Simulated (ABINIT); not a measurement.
The system is In.

```
CELL_PARAMETERS angstrom
-1.62547 1.62547 2.47370
1.62547 -1.62547 2.47370
1.62547 1.62547 -2.47370
ATOMIC_POSITIONS crystal
In 0.00000 0.00000 0.00000
```

Program: ABINIT 10.8.3 (patched build). Alike in all runs: task band structure; potentials or basis JTH PAW PBE v2.0; no spin polarisation; cell as given; k mesh 11 × 11 × 11; cutoff (eV) 707; smearing fermi-dirac 0.05 eV.

Question: Order these runs on this cell by their pressure, lowest first.
A. level RPBE
B. level PW91
C. level LDA
D. level BLYP
E. level PBEsol

Answer: C (-3.2 GPa), E (-1.6 GPa), B (1.4 GPa), A (3.1 GPa), D (5.7 GPa).

Caveats: the PAW data sets were made with another functional, which shifts forces and pressure a little.
